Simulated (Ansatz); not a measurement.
ZnO built on the CsCl prototype was relaxed with 5 functionals in the PAW code Ansatz, cell and atoms free, the symmetry of the start kept (meshes: PBE 10×10×10, r2SCAN 8×8×8, PBEsol 8×8×8, LDA 8×8×8, HSE06 6×6×6). The calculation is spin-unpolarised, and the structure need not be a phase that has been made.

The PBE result:
```
Zn O
1.0
     2.68794    0.00000    0.00000
     0.00000    2.68794    0.00000
     0.00000    0.00000    2.68794
Zn O
1 1
Cartesian
  0.0000 0.0000 0.0000
  1.3440 1.3440 1.3440
```

The symmetry is Pm-3m (No. 221, cubic); a = 2.688 Å in the conventional setting, 9.71 Å³ an atom. Zn has 8 O at 2.33 Å; O has 8 Zn at 2.33 Å.

**Question.** How does the cell change with LDA?

**Answer.** a = 2.612 Å; the volume differs by -8.2 % from PBE's. Zn is surrounded by 8 O at 2.26 Å; O is surrounded by 8 Zn at 2.26 Å.

**Question.** What lattice does r2SCAN give?

**Answer.** a = 2.646 Å; the volume differs by -4.6 % from PBE's. Zn has 8 O at 2.29 Å; O has 8 Zn at 2.29 Å.

**Question.** Held at the r2SCAN cell, what mean stress do LDA and PBE find, and does its sign point to their own minimum?

**Answer.** Yes. LDA -7.37 GPa, and its relaxed volume is -3.8 % from r2SCAN's; PBE +8.32 GPa, and its relaxed volume is +4.8 % from r2SCAN's. Compression counts positive, so a positive stress asks for a larger cell.

The cell is metallic with PBE, PBEsol, LDA, and these meshes limit the relaxed cells of a metal. A gap that a hybrid shows on its coarser mesh alone may close between the points.
